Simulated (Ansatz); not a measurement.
# Stress against strain in InSb

```
CELL_PARAMETERS angstrom
0.00000 3.23910 3.23910
3.23910 0.00000 3.23910
3.23910 3.23910 0.00000
ATOMIC_POSITIONS crystal
In 0.00000 0.00000 0.00000
Sb 0.75000 0.75000 0.75000
```

Atoms are numbered in the order listed.

Conventional cell: a = 6.478 Å, b = 6.478 Å, c = 6.478 Å, α = 90.00°, β = 90.00°, γ = 90.00°. In (atom 1) has 4 Sb at 2.81 Å as nearest neighbours. Around Sb (atom 2) lie 4 In at 2.81 Å.

The cell is COD entry 9008853, as deposited and not checked against the literature; nothing was relaxed.

No spin–orbit coupling, which matters for the heavy atoms here.

Level of theory: DFT, LDA, all-electron LAPW, scalar-relativistic in Ansatz 0.2.0.

Numerical set-up: a Γ-centred 10×10×10 k mesh, Fermi–Dirac smearing of 0.03 eV, basis error target 0.25 meV/atom, no spin polarisation.

The strain is applied along the Cartesian axes of the cell as listed (the other components stay zero). Fractional coordinates are held (clamped ions).

σ is the change of stress from the unstrained cell, which is at -0.58 GPa; tension is positive, so slopes are stress–strain coefficients at that pressure. In a metal the k mesh adds noise.

Only quantities that a quadratic follows smoothly over the whole series are listed; rougher ones are left out.

```tsv
εxx = εyy	σzz (GPa)	σxx (GPa)
-0.0300	-2.46	-3.38
-0.0100	-0.72	-1.02
0.0000	0.00	0.00
0.0100	0.64	0.92
0.0200	1.20	1.76
0.0300	1.69	2.51
```

(1) Fit the series and read off the stiffness at zero strain.

(2) One run, at εxx = εyy = -0.0200, is withheld. Predict its row.

Results:

(1) Least-squares fits y = p0 + p1 x + p2 x² to the rows give σzz (GPa): p1 = 69, p2 = -430; σxx (GPa): p1 = 98, p2 = -480. So 2 C12 = 69 GPa and C11 + C12 = 98 GPa.

(2) The fits give -1.55, -2.16; the run gave -1.54, -2.15.
